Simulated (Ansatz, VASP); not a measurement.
## One calculation of Cu, two programs

```
Cu
1.0
    -0.05423    1.78039    1.78039
     1.78039   -0.05423    1.78039
     1.78039    1.78039   -0.05423
Cu
1
Direct
  0.00000 0.00000 0.00000
```

Change from the starting cell: equal xy, yz and zx shear strains of -3 %.

Alike in both runs: task single point; functional PBEsol; k mesh 19 × 19 × 19; occupations fermi-dirac, width 0.08 eV; no spin polarisation.

|  | VASP | Ansatz |
| --- | --- | --- |
| version | VASP 6.6.1 | Ansatz 0.2.0 |
| potentials or method | VASP PAW PBE potentials, release 64 (Cu), cutoff 520 eV | all-electron LAPW, scalar-relativistic |

```tsv
	VASP	Ansatz	Ansatz less VASP
pressure (GPa)	-5.4	-6.1	-0.68
largest component of the traceless stress (GPa)	2.06	2.08	+0.017
```

Ansatz ran all-electron here, so the differences hold the error of VASP's frozen core and of both bases.

Caveats: the PAW data sets were made with another functional, which shifts forces and pressure a little (VASP).
